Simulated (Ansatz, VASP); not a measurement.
One calculation of BP, two programs

```
B P
1.0
     0.00000    2.27419    2.27419
     2.27419    0.00000    2.27419
     2.27419    2.27419    0.00000
B P
1 1
Direct
  0.00000 0.00000 0.00000
  0.25000 0.25000 0.25000
```

Alike in both runs: functional PBE; k mesh 10 × 10 × 10; no spin polarisation.

Ansatz relaxed the structure, and its values are those at the end. VASP's run is a single point on that final structure, the one shown.

|  | VASP | Ansatz |
| --- | --- | --- |
| version | VASP 6.6.1 | Ansatz 0.2.0 |
| potentials or method | VASP PAW PBE potentials, release 64 (B, P) | scalar-relativistic, plane waves, PAW |
| plane-wave cutoff (eV) | 520 | 420 |
| occupations | gaussian, width 0.01 eV | fixed |
| valence electrons in the cell | 8 | 8 |

|  | VASP | Ansatz | Ansatz less VASP |
| --- | --- | --- | --- |
| gap on the k mesh at the Fermi level (eV) | 1.25 | 1.25 | +0.004 |
| least direct gap on the mesh (eV) | 3.39 | 3.39 | +0.003 |
| pressure (GPa) | -0.2 | 0.0 | +0.23 |

A k mesh can miss the band edges.
